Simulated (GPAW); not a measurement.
Crystal: AlN.

```xyz
2
Lattice="0.0000 2.1840 2.1840 2.1840 0.0000 2.1840 2.1840 2.1840 0.0000" Properties=species:S:1:pos:R:3 pbc="T T T"
Al    0.0000    0.0000    0.0000
N     3.2760    3.2760    3.2760
```

Measurements of this composition are mostly on another form, of space group No. 186.

Base run:

```yaml
Program: GPAW 26.7.0
Functional: LDA
Potentials_or_basis: the program's PAW data sets (release 1.2.1) made for this functional
Cutoff: 800 eV
Basis: pw
k_mesh: 10 × 10 × 10
Occupations: fermi-dirac, width 0.05 eV
Spin: no spin polarisation
```

Its results: band gap on the k mesh 3.24 eV, indirect (least direct gap 4.27 eV); pressure -2.9 GPa.

Problem. After a change of settings the same cell gave: band gap on the k mesh 3.23 eV, indirect (least direct gap 4.22 eV); pressure -4.2 GPa. Which change was it?
A. functional from LDA to PBE; potentials or basis from the program's PAW data sets (release 1.2.1) made for this functional to SG15 ONCV 1.2; cutoff from 800 eV to 1100 eV; valence electrons from 8 to 16
B. potentials or basis from the program's PAW data sets (release 1.2.1) made for this functional to JTH PAW 2.0, LDA
C. functional from LDA to PW91; potentials or basis from the program's PAW data sets (release 1.2.1) made for this functional to PAW data sets generated in the run's folder for this functional
D. functional from LDA to RPBE; band points from 80 to 60

Solution. B.

Caveats: the program truncates these outside data sets (some runs).

Not every run made on this cell is shown here.
